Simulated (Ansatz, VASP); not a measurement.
**Two plane-wave programs on FeO**

Contents of INCAR:

```
PREC = Accurate ; ENCUT = 520
EDIFF = 1E-6 ; ISMEAR = -1
SIGMA = 0.05 ; LREAL = False
LASPH = True ; NELM = 150
ALGO = Normal ; ISIF = 2
LWAVE = False ; LCHARG = False
ISPIN = 2 ; MAGMOM = 3 0
LORBIT = 11 ; LMAXMIX = 4
GGA = PE ; NBANDS = 18
```

Contents of KPOINTS:

```
Automatic mesh
0
Gamma
  11 11 11
```

POSCAR

```
FeO
1.0
    0.0000000000      2.1696747492      2.1696747492
    2.1696747492      0.0000000000      2.1696747492
    2.1696747492      2.1696747492      0.0000000000
Fe O
1 1
Direct
    0.0000000000      0.0000000000      0.0000000000
    0.5000000000      0.5000000000      0.5000000000
```

input.yaml

```yaml
crystal:
  lattice:
    - [0.0, 2.1696747492, 2.1696747492]
    - [2.1696747492, 0.0, 2.1696747492]
    - [2.1696747492, 2.1696747492, 0.0]
  atoms:
    - { symbol: Fe, position: [0.0, 0.0, 0.0], spin: 3.0 }
    - { symbol: O, position: [0.5, 0.5, 0.5] }
hamiltonian:
  xc: pbe
  pseudopotentials: { kind: paw }
magnetization:
  spin_polarized: true
kpoints:
  mp_grid: { grid: [11, 11, 11] }
scf:
  occupations: { method: fermi_dirac, width: 0.05 }
output:
  forces: true
  stress: true
  eigenvalues: true
```

Alike in both runs: task single point; functional PBE; k mesh 11 × 11 × 11; occupations fermi-dirac, width 0.05 eV; collinear spin.

|  | VASP | Ansatz |
| --- | --- | --- |
| version | VASP 6.6.1 | Ansatz 0.2.0 |
| potentials or method | VASP PAW PBE potentials, release 64 (Fe, O) | Ansatz PAW |
| plane-wave cutoff (eV) | 520 | 420 |
| valence electrons in the cell | 14 | 22 |

|  | VASP | Ansatz | Ansatz less VASP |
| --- | --- | --- | --- |
| gap on the k mesh at the Fermi level (eV) | none | none | - |
| pressure (GPa) | -3.7 | -3.7 | 0.00 |
| net moment per atom (μB) | 2.00 | 2.00 | 0.000 |
| size of the moment on the site where the two differ most (μB) | 3.62 | 3.46 | -0.164 |

Site moments also hang on the region over which each program counts them. A gap of «none» marks a metal or a gap that the smearing closes. The functional is the same, so the differences come from potentials, cutoffs and numerics. The two sets of potentials don't hold the same shells in valence.

Caveats: a cell with one magnetic atom can't hold antiferromagnetic order, which such compounds often take; semilocal functionals often make such compounds metallic where correlation or magnetic order opens a gap, which also shifts bond lengths; the pressure holds a Pulay correction of +0.6 GPa for the finite cutoff (Ansatz).
